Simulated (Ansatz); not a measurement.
# In on a Ga site in GaP, calculated

Computed with the plane-wave PAW code Ansatz (scalar-relativistic, PAW set soft_2): PBE, no spin polarisation, 420 eV cutoff, k-mesh 2×2×2.

The relaxed host crystal (Kohn–Sham gap 1.58 eV):

```xyz
2
Lattice="0.0000 2.7526 2.7526 2.7526 0.0000 2.7526 2.7526 2.7526 0.0000" Properties=species:S:1:pos:R:3 pbc="T T T"
Ga    0.0000    0.0000    0.0000
P     1.3763    1.3763    1.3763
```

Supercell of 54 atoms, rows of the matrix [[0,0,-3],[0,-3,0],[-3,0,0]] times the cell vectors; In on a Ga site at (0.000, 0.000, 0.000) in fractions of the cell above. Atoms are relaxed at the host's cell.

Task: How does the lattice relax around the defect, and where do the electrons go?

Result: Distances from the In atom (Å), by shell of the perfect crystal:

```
shell  perfect crystal  relaxed, charge 0
  4 P             2.38               2.51
12 Ga             3.89               3.92
 12 P             4.56               4.56
```

| charge | gap of the cell on the mesh (eV) | carriers |
| --- | --- | --- |
| 0 | 1.56 | none in the bands |

On this mesh the host's own supercell has a gap of 1.58 eV.

Formation energy of the neutral defect: 0.61 eV, taking atoms from and to the elements' standard states (no corrections for gases), so it belongs to those chemical potentials alone.

Relaxed cell at charge 0:

```
GaP In_Ga charge 0
1.0
    -8.2577   -8.2577    0.0000
    -8.2577    0.0000   -8.2577
     0.0000   -8.2577   -8.2577
In Ga P
1 26 27
Direct
  0.6667 0.6667 0.3333
  0.3313 0.6666 0.3333
  0.0021 0.6666 0.3333
  0.6666 0.3313 0.3333
  0.3332 0.3332 0.3336
  0.0021 0.3313 0.3333
  0.6666 0.0021 0.3333
  0.3313 0.0021 0.3333
  0.0000 0.0000 0.3333
  0.6666 0.6666 0.9980
  0.3332 0.6670 0.9999
  0.0021 0.6666 0.9980
  0.6670 0.3332 0.9999
  0.3332 0.3332 0.9999
  0.9999 0.3334 0.0001
  0.6666 0.0021 0.9980
  0.3334 0.9999 0.0001
  0.9999 0.9999 0.0001
  0.6666 0.6666 0.6688
  0.3313 0.6666 0.6688
  0.0000 0.6666 0.6667
  0.6666 0.3313 0.6688
  0.3334 0.3334 0.6666
  0.9999 0.3334 0.6666
  0.6666 0.0000 0.6667
  0.3334 0.9999 0.6666
  0.0000 0.0000 0.6667
  0.5789 0.5789 0.5967
  0.2500 0.5834 0.5833
  0.9166 0.5834 0.5833
  0.5834 0.2500 0.5833
  0.2500 0.2500 0.5835
  0.9166 0.2500 0.5833
  0.5834 0.9166 0.5833
  0.2500 0.9166 0.5833
  0.9167 0.9167 0.5833
  0.5789 0.5789 0.2456
  0.2502 0.5832 0.2498
  0.9300 0.5789 0.2456
  0.5832 0.2502 0.2498
  0.2502 0.2502 0.2498
  0.9166 0.2500 0.2500
  0.5789 0.9300 0.2456
  0.2500 0.9166 0.2500
  0.9166 0.9166 0.2500
  0.5832 0.5832 0.9168
  0.2502 0.5832 0.9168
  0.9166 0.5834 0.9167
  0.5832 0.2502 0.9168
  0.2500 0.2500 0.9166
  0.9168 0.2500 0.9166
  0.5834 0.9166 0.9167
  0.2500 0.9168 0.9166
  0.9166 0.9166 0.9167
```

Caveats: semilocal functionals make gaps too small, which shifts levels too; small supercell, so energies and levels can be off by tenths of an eV; the atoms kept the symmetry of the start, so a distorted state could lie lower.
